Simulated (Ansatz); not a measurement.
# Residual resistivity of an alloy: Re(0001) with 2 layers of random Re-Pd, 2x2, part 2 of 2

Aim: the residual resistivity of a random alloy, from Re(0001) with 2 layers of random Re-Pd, 2x2 and longer regions.

Ansatz 0.2.0; Ansatz plane-wave DFT, PBE, PAW files; ballistic transport by layer matching (Landauer), zero bias; PAW set soft_1.

So far. Step 3 (With 6 alloy layers): Over the solved energies the transmission per spin lies between 2.06 and 2.18, out of 5.25 channels of the lead on average (up to 5.38).

**4. With 10 alloy layers**

In 10 layers a share of 0.25 of the sites is given to Pd at random. A fresh draw is used; the growth of the resistance with length is what counts.

System of this step: Re(0001) with 10 layers of random Re-Pd, 2x2. The cell holds 80 atoms: 70 Re and 10 Pd. Its edges and angles: a = 5.522 Å, b = 5.522 Å, c = 44.582 Å, α = 90.0°, β = 90.0°, γ = 120.0°. It derives from Re. Regions: lead, 40 atoms (40 Re); scattering region, 40 atoms (30 Re and 10 Pd). The structure is stacked along c, and the current runs across the ab planes.

Contents of input.yaml:

```yaml
crystal:
  lattice:
    - [5.5216, 0.0, 0.0]
    - [-2.7608, 4.7818458695, 0.0]
    - [0.0, 0.0, 44.582]
  atoms:
    - { symbol: Re, position: [0.1666666667, 0.3333333333, 0.025] }
    - { symbol: Re, position: [0.1666666667, 0.8333333333, 0.025] }
    - { symbol: Re, position: [0.6666666667, 0.3333333333, 0.025] }
    - { symbol: Re, position: [0.6666666667, 0.8333333333, 0.025] }
    - { symbol: Re, position: [0.3333333333, 0.1666666667, 0.075] }
    - { symbol: Re, position: [0.3333333333, 0.6666666667, 0.075] }
    - { symbol: Re, position: [0.8333333333, 0.1666666667, 0.075] }
    - { symbol: Re, position: [0.8333333333, 0.6666666667, 0.075] }
    - { symbol: Re, position: [0.1666666667, 0.3333333333, 0.125] }
    - { symbol: Re, position: [0.1666666667, 0.8333333333, 0.125] }
    - { symbol: Re, position: [0.6666666667, 0.3333333333, 0.125] }
    - { symbol: Re, position: [0.6666666667, 0.8333333333, 0.125] }
    - { symbol: Re, position: [0.3333333333, 0.1666666667, 0.175] }
    - { symbol: Re, position: [0.3333333333, 0.6666666667, 0.175] }
    - { symbol: Re, position: [0.8333333333, 0.1666666667, 0.175] }
    - { symbol: Re, position: [0.8333333333, 0.6666666667, 0.175] }
    - { symbol: Re, position: [0.1666666667, 0.3333333333, 0.225] }
    - { symbol: Re, position: [0.1666666667, 0.8333333333, 0.225] }
    - { symbol: Re, position: [0.6666666667, 0.3333333333, 0.225] }
    - { symbol: Re, position: [0.6666666667, 0.8333333333, 0.225] }
    - { symbol: Re, position: [0.3333333333, 0.1666666667, 0.275] }
    - { symbol: Re, position: [0.3333333333, 0.6666666667, 0.275] }
    - { symbol: Re, position: [0.8333333333, 0.1666666667, 0.275] }
    - { symbol: Re, position: [0.8333333333, 0.6666666667, 0.275] }
    - { symbol: Re, position: [0.1666666667, 0.3333333333, 0.325] }
    - { symbol: Re, position: [0.1666666667, 0.8333333333, 0.325] }
    - { symbol: Pd, position: [0.6666666667, 0.3333333333, 0.325] }
    - { symbol: Re, position: [0.6666666667, 0.8333333333, 0.325] }
    - { symbol: Pd, position: [0.3333333333, 0.1666666667, 0.375] }
    - { symbol: Re, position: [0.3333333333, 0.6666666667, 0.375] }
    - { symbol: Re, position: [0.8333333333, 0.1666666667, 0.375] }
    - { symbol: Re, position: [0.8333333333, 0.6666666667, 0.375] }
    - { symbol: Re, position: [0.1666666667, 0.3333333333, 0.425] }
    - { symbol: Pd, position: [0.1666666667, 0.8333333333, 0.425] }
    - { symbol: Re, position: [0.6666666667, 0.3333333333, 0.425] }
    - { symbol: Re, position: [0.6666666667, 0.8333333333, 0.425] }
    - { symbol: Re, position: [0.3333333333, 0.1666666667, 0.475] }
    - { symbol: Re, position: [0.3333333333, 0.6666666667, 0.475] }
    - { symbol: Pd, position: [0.8333333333, 0.1666666667, 0.475] }
    - { symbol: Pd, position: [0.8333333333, 0.6666666667, 0.475] }
    - { symbol: Re, position: [0.1666666667, 0.3333333333, 0.525] }
    - { symbol: Re, position: [0.1666666667, 0.8333333333, 0.525] }
    - { symbol: Pd, position: [0.6666666667, 0.3333333333, 0.525] }
    - { symbol: Re, position: [0.6666666667, 0.8333333333, 0.525] }
    - { symbol: Re, position: [0.3333333333, 0.1666666667, 0.575] }
    - { symbol: Re, position: [0.3333333333, 0.6666666667, 0.575] }
    - { symbol: Re, position: [0.8333333333, 0.1666666667, 0.575] }
    - { symbol: Re, position: [0.8333333333, 0.6666666667, 0.575] }
    - { symbol: Re, position: [0.1666666667, 0.3333333333, 0.625] }
    - { symbol: Re, position: [0.1666666667, 0.8333333333, 0.625] }
    - { symbol: Pd, position: [0.6666666667, 0.3333333333, 0.625] }
    - { symbol: Re, position: [0.6666666667, 0.8333333333, 0.625] }
    - { symbol: Pd, position: [0.3333333333, 0.1666666667, 0.675] }
    - { symbol: Re, position: [0.3333333333, 0.6666666667, 0.675] }
    - { symbol: Pd, position: [0.8333333333, 0.1666666667, 0.675] }
    - { symbol: Re, position: [0.8333333333, 0.6666666667, 0.675] }
    - { symbol: Re, position: [0.1666666667, 0.3333333333, 0.725] }
    - { symbol: Re, position: [0.1666666667, 0.8333333333, 0.725] }
    - { symbol: Re, position: [0.6666666667, 0.3333333333, 0.725] }
    - { symbol: Pd, position: [0.6666666667, 0.8333333333, 0.725] }
    - { symbol: Re, position: [0.3333333333, 0.1666666667, 0.775] }
    - { symbol: Re, position: [0.3333333333, 0.6666666667, 0.775] }
    - { symbol: Re, position: [0.8333333333, 0.1666666667, 0.775] }
    - { symbol: Re, position: [0.8333333333, 0.6666666667, 0.775] }
    - { symbol: Re, position: [0.1666666667, 0.3333333333, 0.825] }
    - { symbol: Re, position: [0.1666666667, 0.8333333333, 0.825] }
    - { symbol: Re, position: [0.6666666667, 0.3333333333, 0.825] }
    - { symbol: Re, position: [0.6666666667, 0.8333333333, 0.825] }
    - { symbol: Re, position: [0.3333333333, 0.1666666667, 0.875] }
    - { symbol: Re, position: [0.3333333333, 0.6666666667, 0.875] }
    - { symbol: Re, position: [0.8333333333, 0.1666666667, 0.875] }
    - { symbol: Re, position: [0.8333333333, 0.6666666667, 0.875] }
    - { symbol: Re, position: [0.1666666667, 0.3333333333, 0.925] }
    - { symbol: Re, position: [0.1666666667, 0.8333333333, 0.925] }
    - { symbol: Re, position: [0.6666666667, 0.3333333333, 0.925] }
    - { symbol: Re, position: [0.6666666667, 0.8333333333, 0.925] }
    - { symbol: Re, position: [0.3333333333, 0.1666666667, 0.975] }
    - { symbol: Re, position: [0.3333333333, 0.6666666667, 0.975] }
    - { symbol: Re, position: [0.8333333333, 0.1666666667, 0.975] }
    - { symbol: Re, position: [0.8333333333, 0.6666666667, 0.975] }
kpoints:
  mp_grid: { grid: [5, 5, 1] }
hamiltonian:
  xc: pbe
  pseudopotentials: { kind: paw, azcp: { folder: soft_1 } }
scf:
  occupations: { method: fermi_dirac, width: 0.1 }
output:
  transmission:
    leads: [[0, 8]]
    kmesh: [10, 10]
    e_range: [-0.05, 0.05]
    de: 0.05
  write_potential: true
  write_density: true
  volumetric_format: npy
```

The run is started by

```console
> ansatz run input.yaml --threads 4 --pin off --max-ram 15360MiB --backend cpu --events-out ev --progress --plain --runs-dir out
```

Numbers of over 12 decimals in the logs are rounded to 6 here.

Log:

```text
[...]
Crystal: 80 atoms, lattice volume = 1177.118 Å³
Basis set: ecut = 420 eV, 23015 PW (Γ)
Bands: 738, of which v1, the nominal top of the filled ones, is band 615 counted from 1 (614 counted from 0)
Symmetry: 1 space group operations
[...]
k-points: 13 of 25 (time reversal used)
[...]
SCF iter   1: F=—  HF=-830858.589149 eV  |F-HF|=—  |Δ(HF+E_count)|=         —  Δρ=3.59e-1  dr2=2.32e4  ethr=3.10e-3  ⟨swp⟩=5.0  Hψ=29305  notcnv=0
[...]
SCF iter  12: F=-830578.306991 eV  HF=-830578.306991 eV  |F-HF|=2.60e-8  |Δ(HF+E_count)|=   1.51e-8  Δρ=4.69e-7  dr2=2.76e-8  ethr=8.13e-12  ⟨swp⟩=8.4  Hψ=27967  notcnv=0
SCF 1 converged in 12 iterations: F = -830578.306991 eV  dr2 = 2.76e-8
[...]
transmission: 417 of 4160 steps passed
transmission: 832 of 4160 steps passed
[...]
transmission: 4160 of 4160 steps passed
SCF converged after 12 iterations
Free energy (F): -830578.306991 eV
[...]
Internal energy: -830576.178219 eV  (E = F + TS)
E sigma→0 (E₀):  -830577.242605 eV
Entropy (-TS):   -2.128772 eV (-26.610 meV/atom)
Fermi energy:    23.708105 eV
[...]
--- Band table (eV; the first three rows and the last of 13) ---
  k-point 0: bands = [... 611 lower, 24.2958, 24.3158, 24.3472, 24.3622, 24.3983, 24.4041, 24.4169, 24.4313, ... 119 higher]
  k-point 1: bands = [... 611 lower, 23.8171, 23.8403, 23.8498, 23.8833, 23.9082, 23.9513, 23.9768, 24.0188, ... 119 higher]
  k-point 2: bands = [... 611 lower, 23.3828, 23.4291, 23.4461, 23.4731, 23.5113, 23.5427, 23.5908, 23.6086, ... 119 higher]
  k-point 12: bands = [... 611 lower, 23.5022, 23.5223, 23.5449, 23.5633, 23.5844, 23.6507, 23.6919, 23.7302, ... 119 higher]
--- Transmission ---
  basis      : 235 plane waves across, 80 finite elements along
  points     : 52, standing for a mesh of 10 x 10
[...]
channels       : 5.380000e0 a spin
[...]
junction   : crystal 0 to crystal 0, 1.53 to 41.65 Å
    transmission   : 1.770036e0 a spin
[...]
```

The job ended after 32 min (4 threads of Intel Xeon Platinum 8259CL at 2.50GHz (Skylake/Cascade Lake), shared host; peak memory 8.9 GiB; 1.8 h of CPU time).

This step gave:

```
free energy                                   : -830578.3070 eV
energy at zero smearing                       : -830577.2426 eV
Fermi energy                                  : 23.71 eV
transmission per spin nearest the Fermi level : 1.770
step of the lead's potential                  : 6.6 meV
```

Per spin. Transmission, zone mean against energy, zero at the Fermi level:

```
energy (eV)  transmission, zone mean
    -0.0500                     1.80
     0.0000                     1.77
     0.0500                     1.68
```

Over the solved energies the transmission per spin lies between 1.68 and 1.80, out of 5.26 channels of the lead on average (up to 5.38).

**5. The fit**

This step: Ansatz plane-wave DFT, PBE, PAW files; ballistic transport by layer matching (Landauer), zero bias; residual resistivity from the slope of the area resistance, atoms on the host's lattice; PAW set soft_1 (Ansatz 0.2.0).

Numbers from this step:

| Quantity | Value |
| --- | --- |
| resistivity | 52.33 µΩ cm |
| intercept | 0.1725 fΩ m² |
| scatter about the fit | 0.05585 fΩ m² |

Resistance, by row:

```
run  length (Å)      T  channels N  RA (fΩ m²)
 n2       4.458  3.352        5.24      0.3663
 n6       13.37  2.129       5.247      0.9514
n10       22.29   1.75        5.26         1.3
```

Table of area resistance by length of the alloy:

```
length of the alloy (Å)  area resistance (fΩ m²)
                   4.46                    0.366
                  13.37                    0.951
                  22.29                     1.30
```

The area resistance goes from 0.37 to 1.3 fΩ m² between 4.5 and 22.3 Å, a slope of 52 µΩ cm.

By hand from the end points: (1.300 − 0.3663) fΩ m² / (22.29 − 4.46) Å = 52 µΩ cm, since 1 fΩ m² per Å is 1000 µΩ cm.

**6. Summary of results**

```yaml
resistivity_from_the_slope: 52.3 µΩ cm
area_resistance_over_4p46_a: 0.366 fΩ m²
area_resistance_over_13p4_a: 0.951 fΩ m²
area_resistance_over_22p3_a: 1.30 fΩ m²
```

What this shows: The slope gives 52 µΩ cm. The points scatter by 0.056 fΩ m² about the line, with one random draw a length in a 2x2 cell, so the slope is a rough value. Read with a model of isotropic scattering on a spherical Fermi surface and the lead's 1.5×10¹⁵ S/m², this slope means a mean free path near 9.5 Å; over these lengths the model's slope is within 3 % of its bulk resistivity. The draw over the shortest length came out nearly ordered, with 8 symmetry operations, so that point is a poor sample of a random alloy. The atoms sit on the host's lattice, so scattering by size misfit is left out. Spin-orbit coupling is left out, which matters for Re.

[Logs are printed without paths, hosts, clocks, repeated set-up lines and the standing remarks that a program may print on its own settings, such as how far it seeks lower states.]

[Hosts, paths, dates, database ids (printed as entryN), source tags and the programs' standing remarks are cut or masked in the printed files.]
